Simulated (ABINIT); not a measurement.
# Ge (P1) in ABINIT: single point with PBE

Aim: the single point of Ge with PBE.

All numbers are computed with ABINIT 10.8.3 (patched build); they aren't measurements. Logs are shortened: lines on timing, memory, paths and dates and some standing lists are left out, and cuts for length are marked. The log counts tension as positive stress, the text compression.

## (1) The cell of the first run

The typed cell holds 12 atoms: a = 5.930 Å, b = 5.930 Å, c = 6.980 Å, α = 90.00°, β = 90.00°, γ = 90.00°.

This isn't the form of Ge at room conditions, which is diamond.

## (2) Single point, PBE (atoms moved at random, drawn with an rms of 0.05 Å)

run.abi reads:

```
# Pseudopotentials
pp_dirpath "./"
pseudos "Ge.GGA_PBE-JTH.xml"

# Structure
acell 11.206075919 11.206075919 13.1902883499
rprim
     1.0000000000     0.0000000000     0.0000000000
     0.0000000000     1.0000000000     0.0000000000
     0.0000000000     0.0000000000     1.0000000000
ntypat 1
znucl 32
natom 12
typat 1 1 1 1 1 1 1 1 1 1 1 1
xred
     0.3795530000     0.1730000000     0.7506630000
     0.3269480000     0.8729150000     0.4943060000
     0.6240730000     0.8373400000     0.2488540000
     0.6705450000     0.1186240000    -0.0023490000
     0.8750990000     0.3374520000     0.5043550000
     0.8303900000     0.6269180000     0.7536180000
     0.1291470000     0.6674830000    -0.0006130000
     0.1622500000     0.3691000000     0.2490090000
     0.5662280000     0.4225910000     0.2492250000
     0.9237630000     0.9241570000     0.4972560000
     0.4260540000     0.5823200000     0.7473200000
     0.0756700000     0.0714120000    -0.0066360000
chkprim 0
chksymtnons 0
tolsym 1.0e-6

# Plane-wave basis
ecut 22.0
pawecutdg 44.0
pawxcdev 0

# k points
kptopt 1
ngkpt 5 5 4
nshiftk 1
shiftk 0.0 0.0 0.0

# Exchange and correlation
ixc 11

# Bands and occupations
nband 101
occopt 3
tsmear 0.05 eV

# SCF cycle
nstep 100
tolvrs 1.0e-9

# Output
iomode 3
prtwf 0
prteig 0
prtebands 0
enunit 2
prtden 1
prtvha 1
prtvclmb 1
prtpot 1
```

Potentials or basis: JTH PAW PBE v2.0.

Launch:

```sh
$ mpirun --bind-to none -np 4 abinit run.abi > log 2>&1
```

run.abo:

```text
.Version 10.8.3 of ABINIT
 Symmetries : space group P1 (#  1); Bravais aP (primitive triclinic)
================================================================================
 Values of the parameters that define the memory need of the present run
     intxc =       0    ionmov =       0      iscf =      17    lmnmax =      18
     lnmax =       6     mgfft =      60  mpssoang =       3    mqgrid =    3939
     natom =      12  nloc_mem =       2    nspden =       1   nspinor =       1
    nsppol =       1      nsym =       1    n1xccc =       1    ntypat =       1
    occopt =       3   xclevel =       2
       mpw =        8186          nfft =      138240          nkpt =          51
Pmy_natom=         3
 PAW method is used; the additional fine FFT grid is defined by:
   mgfftf=        80    nfftf =    414720
================================================================================
================================================================================

--------------------------------------------------------------------------------
------------- Echo of variables that govern the present computation ------------
--------------------------------------------------------------------------------
 -outvars: echo values of preprocessed input variables --------
            acell      1.1206075919E+01  1.1206075919E+01  1.3190288350E+01 Bohr
              amu      7.26100000E+01
          chkprim           0
      chksymtnons           0
             ecut      2.20000000E+01 Hartree
           enunit           2
                       outvar_i_n : Printing only first  50 k-points.
              ixc          11
                       outvar_i_n : Printing only first  50 k-points.
         kptrlatt        5    0    0      0    5    0      0    0    4
          kptrlen      5.27611534E+01
            natom          12
            nband         101
            ngfft          48      48      60
          ngfftdg          72      72      80
             nkpt          51
            nstep         100
             nsym           1
           ntypat           1
                       prtocc : prtvol=0, do not print more k-points.
           occopt           3
        pawecutdg      4.40000000E+01 Hartree
         pawxcdev           0
        prtebands           0
           prteig           0
           prtpot           1
         prtvclmb           1
           prtvha           1
            prtwf           0
          spgroup           1
           tolsym      1.00000000E-06
           tolvrs      1.00000000E-09
           tsmear      1.83746611E-03 Hartree
            typat      1  1  1  1  1  1  1  1  1  1  1  1
           useylm           1
                       outvars : Printing only first  50 k-points.
           xangst      2.2507492885E+00  1.0258899993E+00  5.2396277365E+00
                       1.9388016387E+00  5.1763859465E+00  3.4502558777E+00
                       3.7007528875E+00  4.9654261966E+00  1.7370009188E+00
                       3.9763318473E+00  7.0344031952E-01 -1.6396019989E-02
                       5.1893370665E+00  2.0010903586E+00  3.5203978976E+00
                       4.9242126966E+00  3.7176237375E+00  5.2602536364E+00
                       7.6584170948E-01  3.9581741873E+00 -4.2787399971E-03
                       9.6214249934E-01  2.1887629985E+00  1.7380828188E+00
                       3.3577320377E+00  2.5059646283E+00  1.7395904988E+00
                       5.4779145863E+00  5.4802510063E+00  3.4708468776E+00
                       2.5265002183E+00  3.4531575976E+00  5.2162935965E+00
                       4.4872309969E-01  4.2347315971E-01 -4.6319279969E-02
            xcart      4.2532997333E+00  1.9386511340E+00  9.9014614236E+00
                       3.6638041096E+00  9.7819517608E+00  6.5200386731E+00
                       6.9934094170E+00  9.3832956100E+00  3.2824560170E+00
                       7.5141781771E+00  1.3293095498E+00 -3.0983987334E-02
                       9.8064258306E+00  3.7815127310E+00  6.6525878807E+00
                       9.3054133824E+00  7.0252907030E+00  9.9404387257E+00
                       1.4472310867E+00  7.4798651726E+00 -8.0856467585E-03
                       1.8181858179E+00  4.1361626217E+00  3.2845005117E+00
                       6.3451939555E+00  4.7355868287E+00  3.2873496140E+00
                       1.0351758309E+01  1.0356173503E+01  6.5589500237E+00
                       4.7743934696E+00  6.5255221292E+00  9.8573662896E+00
                       8.4796376479E-01  8.0024829353E-01 -8.7530753490E-02
             xred      3.7955300000E-01  1.7300000000E-01  7.5066300000E-01
                       3.2694800000E-01  8.7291500000E-01  4.9430600000E-01
                       6.2407300000E-01  8.3734000000E-01  2.4885400000E-01
                       6.7054500000E-01  1.1862400000E-01 -2.3490000000E-03
                       8.7509900000E-01  3.3745200000E-01  5.0435500000E-01
                       8.3039000000E-01  6.2691800000E-01  7.5361800000E-01
                       1.2914700000E-01  6.6748300000E-01 -6.1300000000E-04
                       1.6225000000E-01  3.6910000000E-01  2.4900900000E-01
                       5.6622800000E-01  4.2259100000E-01  2.4922500000E-01
                       9.2376300000E-01  9.2415700000E-01  4.9725600000E-01
[... 262 lines left out ...]
  -0.61672   -0.61663   -0.61639   -0.61623   -0.61601   -0.61560   -0.61483   -0.61467
  -0.61461   -0.61436   -0.61402   -0.61383   -0.61377   -0.61363   -0.61347   -0.61329
  -0.61288   -0.61275   -0.61241   -0.61236   -0.61193   -0.61180   -0.61162   -0.61121
  -0.61095   -0.61068   -0.61057   -0.61053   -0.61043   -0.61020   -0.60994   -0.60982
  -0.60972   -0.60905   -0.60899   -0.60858   -0.60818   -0.60815   -0.60770   -0.60747
  -0.60721   -0.60716   -0.60703   -0.60687   -0.60669   -0.60640   -0.60624   -0.60592
  -0.60560   -0.60494   -0.60472   -0.60430   -0.18565   -0.09487   -0.09339   -0.06722
  -0.04626   -0.04271   -0.04087    0.04695    0.05766    0.05870    0.07630    0.07920
   0.13434    0.13980    0.14104    0.15342    0.15850    0.16748    0.17026    0.20576
   0.24333    0.24429    0.24572    0.27231    0.32810    0.32990    0.33383    0.36558
   0.40013    0.41241    0.41946    0.42227    0.43943    0.44266    0.45197    0.45429
   0.49450    0.50176    0.51953    0.52197    0.52480
      occupation numbers for kpt#   1
   2.00000    2.00000    2.00000    2.00000    2.00000    2.00000    2.00000    2.00000
   2.00000    2.00000    2.00000    2.00000    2.00000    2.00000    2.00000    2.00000
   2.00000    2.00000    2.00000    2.00000    2.00000    2.00000    2.00000    2.00000
   2.00000    2.00000    2.00000    2.00000    2.00000    2.00000    2.00000    2.00000
   2.00000    2.00000    2.00000    2.00000    2.00000    2.00000    2.00000    2.00000
   2.00000    2.00000    2.00000    2.00000    2.00000    2.00000    2.00000    2.00000
   2.00000    2.00000    2.00000    2.00000    2.00000    2.00000    2.00000    2.00000
   2.00000    2.00000    2.00000    2.00000    2.00000    2.00000    2.00000    2.00000
   2.00000    2.00000    2.00000    2.00000    2.00000    2.00000    2.00000    2.00000
   2.00000    2.00000    2.00000    2.00000    2.00000    2.00000    2.00000    2.00000
   2.00000    2.00000    2.00000    1.99954    0.00000    0.00000    0.00000    0.00000
   0.00000    0.00000    0.00000    0.00000    0.00000    0.00000    0.00000    0.00000
   0.00000    0.00000    0.00000    0.00000    0.00000
 prteigrs : prtvol=0 or 1, do not print more k-points.

 Fermi (or HOMO) energy (eV) =   7.82901   Average Vxc (eV)=  -9.90880
 Eigenvalues (   eV  ) for nkpt=  51  k points:
 kpt#   1, nband=101, wtk=  0.01000, kpt=  0.0000  0.0000  0.0000 (reduced coord)
 -16.86729  -16.84674  -16.83462  -16.81894  -16.81191  -16.80867  -16.80133  -16.78856
 -16.78170  -16.77929  -16.77273  -16.76848  -16.76243  -16.75125  -16.73039  -16.72613
 -16.72448  -16.71764  -16.70843  -16.70303  -16.70167  -16.69785  -16.69328  -16.68857
 -16.67718  -16.67365  -16.66440  -16.66316  -16.65137  -16.64798  -16.64307  -16.63184
 -16.62488  -16.61738  -16.61438  -16.61346  -16.61062  -16.60428  -16.59726  -16.59407
 -16.59134  -16.57297  -16.57156  -16.56018  -16.54939  -16.54859  -16.53631  -16.52998
 -16.52307  -16.52161  -16.51820  -16.51382  -16.50887  -16.50088  -16.49650  -16.48802
 -16.47927  -16.46131  -16.45517  -16.44377   -5.05179   -2.58146   -2.54136   -1.82922
  -1.25876   -1.16227   -1.11201    1.27768    1.56900    1.59723    2.07612    2.15527
   3.65565    3.80407    3.83802    4.17478    4.31312    4.55741    4.63306    5.59907
   6.62123    6.64749    6.68644    7.40998    8.92814    8.97710    9.08389    9.94790
  10.88821   11.22216   11.41421   11.49052   11.95763   12.04536   12.29862   12.36199
  13.45612   13.65361   14.13710   14.20351   14.28054
 prteigrs : prtvol=0 or 1, do not print more k-points.

--- !EnergyTerms
iteration_state     : {dtset: 1, }
comment             : Components of total free energy in Hartree
kinetic             :  7.83341241637336E+01
hartree             :  2.38650761343295E+02
xc                  : -2.77624215198955E+01
Ewald energy        : -6.29863261822356E+02
psp_core            :  2.46624081505247E+01
local_psp           : -8.02829923138661E+02
PAW spherical_terms : -2.80677495718519E+01
internal            : -1.14687606239521E+03
'-kT*entropy'       : -8.54915290595344E-06
total_energy        : -1.14687607094436E+03
total_energy_eV     : -3.12080877427402E+04
...

--- !EnergyTermsDC
iteration_state     : {dtset: 1, }
comment             : '"Double-counting" decomposition of free energy'
band_energy         : -6.90718282662709E+01
Ewald energy        : -6.29863261822356E+02
psp_core            :  2.46624081505247E+01
xc_dc               : -2.31424861205960E+02
PAW spherical_terms : -2.41178529394718E+02
internal            : -1.14687607253878E+03
'-kT*entropy'       : -8.54915290595344E-06
total_energy_dc     : -1.14687608108793E+03
total_energy_dc_eV  : -3.12080880187608E+04
...

--- !EnergyTermsWithPAWCore
iteration_state     : {dtset: 1, }
comment             : 'Components of total free energy, including PAW core contributions'
Total energy        : -2.51878950000370E+04
Total energy DC     : -2.51878950101806E+04
Total energy (eV)   : -6.85397539569222E+05
Total energy DC (eV): -6.85397539845242E+05
...

 Cartesian components of stress tensor (hartree/bohr^3)
  sigma(1 1)= -1.60128360E-04  sigma(3 2)=  9.06538006E-06
  sigma(2 2)= -1.15372844E-04  sigma(3 1)=  5.01500396E-06
  sigma(3 3)= -7.64034307E-05  sigma(2 1)=  2.50565245E-06

-Cartesian components of stress tensor (GPa)         [Pressure=  3.4511E+00 GPa]
- sigma(1 1)= -4.71113900E+00  sigma(3 2)=  2.66712690E-01
- sigma(2 2)= -3.39438628E+00  sigma(3 1)=  1.47546511E-01
- sigma(3 3)= -2.24786654E+00  sigma(2 1)=  7.37188403E-02

== END DATASET(S) ==============================================================
================================================================================

 -outvars: echo values of variables after computation  --------
            acell      1.1206075919E+01  1.1206075919E+01  1.3190288350E+01 Bohr
           etotal     -1.1468760811E+03
            fcart     -8.6833790015E-03 -1.0110464714E-02 -6.4903604972E-03
                       9.7623741732E-03 -3.0824918377E-05  6.3564026930E-03
                       4.5171793388E-03 -6.4298622324E-03  3.1528428306E-03
                      -7.4406728176E-03  1.3147659414E-02  1.8278401835E-03
                      -9.3567626133E-03 -1.6917723696E-03 -7.1497756702E-03
                       8.9449814886E-03  9.2775233414E-03 -2.3026155669E-03
                       5.2079199162E-03 -8.1120428003E-03  2.0597448744E-04
                      -6.7124878751E-03 -5.0436258695E-03 -3.5822409592E-03
                       2.2182694545E-02 -8.6802309035E-03  1.2733356560E-03
                      -1.6596099242E-02 -8.3586868498E-03  3.3608433728E-03
                      -1.5754613658E-02  8.6429787863E-03  4.8769680088E-04
                       1.3928865747E-02  1.7389349115E-02  2.8600566694E-03
           strten     -1.6012835984E-04 -1.1537284448E-04 -7.6403430690E-05
                       9.0653800625E-06  5.0150039636E-06  2.5056524526E-06
           xangst      2.2507492885E+00  1.0258899993E+00  5.2396277365E+00
                       1.9388016387E+00  5.1763859465E+00  3.4502558777E+00
                       3.7007528875E+00  4.9654261966E+00  1.7370009188E+00
                       3.9763318473E+00  7.0344031952E-01 -1.6396019989E-02
                       5.1893370665E+00  2.0010903586E+00  3.5203978976E+00
                       4.9242126966E+00  3.7176237375E+00  5.2602536364E+00
                       7.6584170948E-01  3.9581741873E+00 -4.2787399971E-03
                       9.6214249934E-01  2.1887629985E+00  1.7380828188E+00
                       3.3577320377E+00  2.5059646283E+00  1.7395904988E+00
                       5.4779145863E+00  5.4802510063E+00  3.4708468776E+00
                       2.5265002183E+00  3.4531575976E+00  5.2162935965E+00
                       4.4872309969E-01  4.2347315971E-01 -4.6319279969E-02
             xred      3.7955300000E-01  1.7300000000E-01  7.5066300000E-01
                       3.2694800000E-01  8.7291500000E-01  4.9430600000E-01
                       6.2407300000E-01  8.3734000000E-01  2.4885400000E-01
                       6.7054500000E-01  1.1862400000E-01 -2.3490000000E-03
                       8.7509900000E-01  3.3745200000E-01  5.0435500000E-01
                       8.3039000000E-01  6.2691800000E-01  7.5361800000E-01
                       1.2914700000E-01  6.6748300000E-01 -6.1300000000E-04
                       1.6225000000E-01  3.6910000000E-01  2.4900900000E-01
                       5.6622800000E-01  4.2259100000E-01  2.4922500000E-01
                       9.2376300000E-01  9.2415700000E-01  4.9725600000E-01
                       4.2605400000E-01  5.8232000000E-01  7.4732000000E-01
                       7.5670000000E-02  7.1412000000E-02 -6.6360000000E-03
 Calculation completed.
```

Wall time 61 min (4 MPI ranks of Intel Xeon Platinum 8259CL at 2.50GHz (Skylake/Cascade Lake), shared host); peak memory 1.6 GiB.

What came out:

```yaml
Free_energy: -31208.0880 eV
Pressure: 3.5 GPa
Largest_force: 1.227 eV/Å
Band_gap_on_the_k_mesh: 0.64 eV, indirect (least direct gap 0.65 eV)
```

Forces in eV/Å, atoms in the order of the input:
```
Ge  -0.447 -0.520 -0.334
Ge   0.502 -0.002  0.327
Ge   0.232 -0.331  0.162
Ge  -0.383  0.676  0.094
Ge  -0.481 -0.087 -0.368
Ge   0.460  0.477 -0.118
Ge   0.268 -0.417  0.011
Ge  -0.345 -0.259 -0.184
Ge   1.141 -0.446  0.065
Ge  -0.853 -0.430  0.173
Ge  -0.810  0.444  0.025
Ge   0.716  0.894  0.147
```

Caveat: an odd mesh through Γ misses points on the zone boundary, where band edges often lie; the atomic spheres overlap.
